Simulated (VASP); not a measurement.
# SiC (F-43m) in VASP: a series of runs

Runs on SiC. Level: PBE. Tasks: single point.

Program: VASP 6.6.1. These are calculated values, not measurements. Logs are shortened: lines on timing, memory, paths and dates and some standing lists are left out, and cuts for length are marked.

**What was measured.**

“Insight into the structural, elastic and electronic properties of a new orthorhombic 6O-SiC polytype”, 2020, pmc:7200658 quotes, for a bulk crystal of SiC: band gap 2.4 eV (indirect).

How close the calculation comes is told below.

### Step 1. The structure

The structure is cubic, space group F-43m (No. 216). The conventional cell has a = 4.358 Å, b = 4.358 Å, c = 4.358 Å, α = 90.00°, β = 90.00°, γ = 90.00°. Around Si (site symmetry -43m) lie 4 C at 1.89 Å. C (site symmetry -43m) has 4 Si at 1.89 Å as nearest neighbours.

### Step 2. Single point, PBE

INCAR reads:

```
ALGO = Normal ; EDIFF = 1E-7
ENCUT = 520 ; GGA = PE
ISIF = 2 ; ISMEAR = 0
LASPH = True ; LCHARG = False
LREAL = False ; LWAVE = False
NBANDS = 11 ; NELM = 100
PREC = Accurate ; SIGMA = 0.02
```

KPOINTS reads:

```
k-points
0
Gamma
  4 4 4
```

POSCAR reads:

```
SiC
1.0
    0.0000000000      2.1790000000      2.1790000000
    2.1790000000      0.0000000000      2.1790000000
    2.1790000000      2.1790000000      0.0000000000
Si C
1 1
Direct
    0.0000000000      0.0000000000      0.0000000000
    0.2500000000      0.2500000000      0.2500000000
```

Potentials or basis: VASP PAW PBE potentials, release 64 (Si, C).

The run is started by

```
cat potpaw_PBE.64/Si/POTCAR potpaw_PBE.64/C/POTCAR > POTCAR
mpirun -np 1 vasp_std > vasp.out
```

OUTCAR:

```text
EDIFF = 1E-7
   ENCUT = 520
   GGA = PE
   ISIF = 2
   ISMEAR = 0
   LASPH = True
   LREAL = False
   NELM = 100
   PREC = Accurate

 ion  position               nearest neighbor table
   1  0.000  0.000  0.000-   2 1.89   2 1.89   2 1.89   2 1.89
   2  0.250  0.250  0.250-   1 1.89   1 1.89   1 1.89   1 1.89

  LATTYP: Found a face centered cubic cell.
 ALAT       =     4.3580000000

  Lattice vectors:

 A1 = (   0.0000000000,   2.1790000000,   2.1790000000)
 A2 = (   2.1790000000,   0.0000000000,   2.1790000000)
 A3 = (   2.1790000000,   2.1790000000,   0.0000000000)

Analysis of symmetry for initial positions (statically):
=====================================================================
 Subroutine PRICEL returns:
 Original cell was already a primitive cell.

 Routine SETGRP: Setting up the symmetry group for a
 face centered cubic supercell.

 Subroutine GETGRP returns: Found 24 space group operations
 (whereof 24 operations were pure point group operations)
 out of a pool of 48 trial point group operations.

The static configuration has the point symmetry T_d .

Analysis of symmetry for dynamics (positions and initial velocities):
=====================================================================
 Subroutine PRICEL returns:
 Original cell was already a primitive cell.

 Routine SETGRP: Setting up the symmetry group for a
 face centered cubic supercell.

 Subroutine GETGRP returns: Found 24 space group operations
 (whereof 24 operations were pure point group operations)
 out of a pool of 48 trial point group operations.

The dynamic configuration has the point symmetry T_d .

 Subroutine INISYM returns: Found 24 space group operations
 (whereof 24 operations are pure point group operations),
 and found     1 'primitive' translations

----------------------------------------------------------------------------------------

                                     Primitive cell

  volume of cell :      20.6920

  direct lattice vectors                    reciprocal lattice vectors
     0.000000000  2.179000000  2.179000000    -0.229463056  0.229463056  0.229463056
     2.179000000  0.000000000  2.179000000     0.229463056 -0.229463056  0.229463056
     2.179000000  2.179000000  0.000000000     0.229463056  0.229463056 -0.229463056

  length of vectors
     3.081571352  3.081571352  3.081571352     0.397441672  0.397441672  0.397441672

  position of ions in fractional coordinates (direct lattice)
     0.000000000  0.000000000  0.000000000
     0.250000000  0.250000000  0.250000000

[... 68 lines left out ...]
   TEBEG  =    0.0;   TEEND  =   0.0 temperature during run
   PSTRESS=    0.0 pullay stress
   NELECT =       8.0000    total number of electrons
   NUPDOWN=      -1.0000    fix difference up-down
   EMIN   =  10.00;   EMAX   =-10.00  energy-range for DOS
   EFERMI =   0.00;   METHOD = LEGACY
   ISMEAR =     0;   SIGMA  =   0.02  broadening in eV -4-tet -1-fermi 0-gaus
   EFERMI_NEDOS =   21; number of points for ismear=-14 and -15
   IALGO  =     38    algorithm
   IMIX   =      4    mixing-type and parameters
     AMIX     =   0.40;   BMIX     =  1.00
     AMIX_MAG =   1.60;   BMIX_MAG =  1.00
  volume/ion in A,a.u.               =      10.35        69.82
  Fermi-wavevector in a.u.,A,eV,Ry     =   1.192626  2.253736 19.352338  1.422357
  Thomas-Fermi vector in A             =   2.328660
   LORBIT       =      0    0 simple, 1 ext, 2 COOP (PROOUT), +10 PAW based schemes
   GGA     = PE    functional components
   LHFCALC =     F    Hartree Fock is set to
   AEXX    =    0.0000 exact exchange contribution
   IVDW    =     0    specifies the selected vdW correction
   LEPSILON=     F    determine dielectric tensor
   LRPA    =     F    only Hartree local field effects (RPA)
 non-spin polarized calculation
 Gauss-broadening in eV      SIGMA  =   0.02
  energy-cutoff  :      520.00
  volume of cell :       20.69
 maximum number of plane-waves:       568
 NGX is ok and might be reduce to    24
   NGX = 11   NGY = 11   NGZ = 11

 number of electron       8.0000001 magnetization

 Free energy of the ion-electron system (eV)
  ---------------------------------------------------
  ext. energy  EPLUGINS =         0.00000000
  ---------------------------------------------------
  free energy    TOTEN  =       -14.93182175 eV

  energy without entropy =      -14.93182175  energy(sigma->0) =      -14.93182175

 E-fermi :   8.3674     XC(G=0): -11.3405

 val. band max:        8.1652343553   @ k =   0.0000   0.0000   0.0000
 cond. band min:       9.4750764721   @ k =   0.5000   0.5000   0.0000
 fundamental gap:      1.3098421167
 Fermi energy:         8.3673575432

 k-point     1 :       0.0000    0.0000    0.0000
  band No.  band energies     occupation
      1      -7.2643      2.00000
      2       8.1652      2.00000
      3       8.1652      2.00000
      4       8.1652      2.00000
      5      14.3894      0.00000
      6      15.4224      0.00000
      7      15.4224      0.00000
      8      15.4224      0.00000
      9      22.6220      0.00000
     10      22.6220      0.00000
     11      24.6036      0.00000
[... 85 lines left out ...]
 k-point     8 :      -0.2500    0.5000    0.2500
  band No.  band energies     occupation
      1      -1.9942      2.00000
      2       1.1143      2.00000
      3       3.1543      2.00000
      4       3.4485      2.00000
      5      13.3479      0.00000
      6      17.5674      0.00000
      7      17.6085      0.00000
      8      17.8971      0.00000
      9      22.3783      0.00000
     10      25.5758      0.00000
     11      29.2029      0.00000

------------------------ aborting loop because EDIFF is reached ----------------------------------------

  FORCE on cell =-STRESS in cart. coord.  units (eV):
  Direction    XX          YY          ZZ          XY          YZ          ZX
  --------------------------------------------------------------------------------------
  -------------------------------------------------------------------------------------
  Total        0.4667539      0.4667539      0.4667539      0.0000000      0.0000000     -0.0000000
  in kB       36.1407256     36.1407256     36.1407256      0.0000000      0.0000000     -0.0000000
  external PRESSURE =      36.1407256 kB  Pullay stress =       0.0000000 kB

 VOLUME and BASIS-vectors are now :
 -----------------------------------------------------------------------------
  energy-cutoff  :      520.00
  volume of cell :       20.69
      direct lattice vectors                 reciprocal lattice vectors
     0.000000000  2.179000000  2.179000000    -0.229463056  0.229463056  0.229463056
     2.179000000  0.000000000  2.179000000     0.229463056 -0.229463056  0.229463056
     2.179000000  2.179000000  0.000000000     0.229463056  0.229463056 -0.229463056

 POSITION                                       TOTAL-FORCE (eV/Angst)
 -----------------------------------------------------------------------------------
      0.00000      0.00000      0.00000         0.000000      0.000000      0.000000
      1.08950      1.08950      1.08950        -0.000000     -0.000000     -0.000000
 -----------------------------------------------------------------------------------
    total drift:                                0.000000      0.000000      0.000000

  FREE ENERGIE OF THE ION-ELECTRON SYSTEM (eV)
  ---------------------------------------------------
  free  energy   TOTEN  =       -14.9318217465 eV

  energy  without entropy=      -14.9318217465  energy(sigma->0) =      -14.93182175
```

stdout:

```text
POSCAR found type information on POSCAR SiC
 POSCAR found :  2 types and       2 ions
 scaLAPACK will be used
 LDA part: xc-table for (Slater+PW92), standard interpolation
 POSCAR, INCAR and KPOINTS ok, starting setup
 FFT: planning ... GRIDC
 FFT: planning ... GRID_SOFT
 FFT: planning ... GRID
 WAVECAR not read
 entering main loop
```

Wall time 2.1 s (1 thread of Intel Xeon Platinum 8488C (Sapphire Rapids), shared host); peak memory 0.12 GiB.

What came out:

| Quantity | Value |
| --- | --- |
| Free energy | -14.9318 eV |
| Pressure | 3.6 GPa |
| Band gap on the k mesh | 1.31 eV, indirect (least direct gap 4.51 eV) |

Caveat: the k mesh is coarse (spacing up to 0.62 Å⁻¹), so the values aren't converged.

### Step 3. Single point, PBE

INCAR is that of step 2.

KPOINTS reads:

```
k-points
0
Gamma
  6 6 6
```

POSCAR is that of step 2.

Potentials or basis: VASP PAW PBE potentials, release 64 (Si, C).

The run is started by

```
cat potpaw_PBE.64/Si/POTCAR potpaw_PBE.64/C/POTCAR > POTCAR
mpirun -np 1 vasp_std > vasp.out
```

Wall time 2.6 s (1 thread of Intel Xeon Platinum 8488C (Sapphire Rapids), shared host); peak memory 0.12 GiB.

Results (log left out):

```yaml
Free_energy: -15.0471 eV
Pressure: 3.3 GPa
Band_gap_on_the_k_mesh: 1.35 eV, indirect (least direct gap 4.54 eV)
```

Levels at points of the mesh, in eV from the valence-band top:
| k point | band 1 | band 2 | band 3 | band 4 | band 5 | band 6 | band 7 | band 8 | band 9 |
| --- | --- | --- | --- | --- | --- | --- | --- | --- | --- |
| (0.00, 0.00, 0.00) | -15.41 | 0.00 | 0.00 | 0.00 | 6.23 | 7.30 | 7.30 | 7.30 | 14.50 |
| (0.50, 0.00, 0.00) | -11.84 | -8.54 | -1.05 | -1.05 | 5.43 | 7.22 | 7.22 | 10.05 | 16.20 |
| (0.50, 0.50, 0.00) | -10.39 | -7.80 | -3.19 | -3.19 | 1.35 | 4.32 | 14.03 | 14.03 | 14.79 |

### Step 4. Comparison with measurements

Step 3. A measured gap of SiC is 2.4 eV (indirect; quoted in “Insight into the structural, elastic and electronic properties of a new orthorhombic 6O-SiC polytype”, 2020, pmc:7200658); the calculated 1.35 eV misses it by -1.05 eV. The value is that of PBE on a finite k mesh, which can miss the band edges, without temperature or zero-point motion. Semilocal functionals fall short of measured gaps as a rule.
